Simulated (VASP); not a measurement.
Input of a VASP 6.6.1 run:

File INCAR:

```
SYSTEM = CaO
ALGO = Normal
EDIFF = 1E-6
ENCUT = 520
GGA = PE
ISIF = 2
ISMEAR = -1
LASPH = .True.
LCHARG = .True.
LELF = .True.
LREAL = .False.
LVHAR = .True.
LWAVE = .False.
NBANDS = 15
NELM = 80
PREC = Accurate
SIGMA = 0.02
```

KPOINTS

```
k-points
0
Gamma
  8 8 8
  0 0 0
```

The input POSCAR:

```
CaO
1.0
    2.9032089648      0.0750479517      0.0000000000
    0.0750479517      2.9032089648      0.0000000000
    0.0000000000      0.0000000000      2.9032089648
Ca O
1 1
Direct
    0.0000000000      0.0000000000      0.0000000000
    0.5000000000      0.5000000000      0.5000000000
```

Potentials or basis: VASP PAW PBE potentials, release 64 (Ca_sv, O).

Run with:

```bash
$ cat potpaw_PBE.64/Ca_sv/POTCAR potpaw_PBE.64/O/POTCAR > POTCAR
$ mpirun -np 1 vasp_std > vasp.out
```

(1) Predict the pressure.

(2) Predict the band gap on the k mesh.

Results:

(1) 4.7 GPa.

(2) 2.77 eV, indirect (least direct gap 3.05 eV).
